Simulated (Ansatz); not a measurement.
# Quasiparticle levels of PbO2 (distorted cell)

Theory: G0W0@PBE, full frequency by contour deformation, all-electron datasets in plane waves (scalar-relativistic, Gaussian nuclei) (Ansatz).

The input was:

```yaml
crystal:
  lattice:
    - [3.132334, -0.050803, 0.080768]
    - [-1.610164, 2.950831, -0.079015]
    - [0.131893, -0.072843, 5.189462]
  atoms:
    - { symbol: Pb, position: [0.836793, 0.260778, 0.866114] }
    - { symbol: O, position: [1.072732, 0.917643, 1.104525] }
    - { symbol: O, position: [1.334745, 0.54425, 1.669241] }
basis:
  precision: f64
  xc_grid: 2
kpoints:
  mp_grid: { grid: [3, 3, 3], shift: [0, 0, 0] }
hamiltonian:
  xc: pbe
  dispersion: none
  pseudopotentials: { kind: all_electron, nuclear_model: gaussian }
magnetization:
  spin_polarized: false
scf:
  lower_state_search: "off"
  max_iter: 200
  occupations: { method: fixed }
  convergence: { dr2_threshold: "1e-10 eV" }
output: {}
gw:
  n_empty_bands: 108
  ecut_chi: 100
  ecutfock_ratio: 1
  qp_bands: [v1, c1]
  screening: { model: contour_deformation }
```

Linearised quasiparticle energies, zero at the top filled Kohn-Sham level among these points. VB is the top filled band, CB the lowest empty one. The wave cutoff came out at 3630 eV.

| k | band | ε_KS (eV) | Σx − Vxc (eV) | Σc (eV) | Z | ε_QP (eV) |
| --- | --- | --- | --- | --- | --- | --- |
| Γ | VB | 0.00 | -4.37 | 4.36 | 0.70 | -0.01 |
| Γ | CB | 1.12 | 2.79 | -1.72 | 0.76 | 1.93 |

The gap (direct at Γ) opens from 1.12 eV to 1.94 eV.

The cell is a model at fixed atoms and needn't be the relaxed known crystal. Spin-orbit coupling is left out. The mesh is coarse, so these are values at the stated settings, not converged ones. Band sums or response are cut, so the gap isn't at its basis limit. The gap is read on the mesh, and the crystal's band edges can lie off it. So coarse a mesh can screen too much or too little, which moves the G0W0 correction either way.
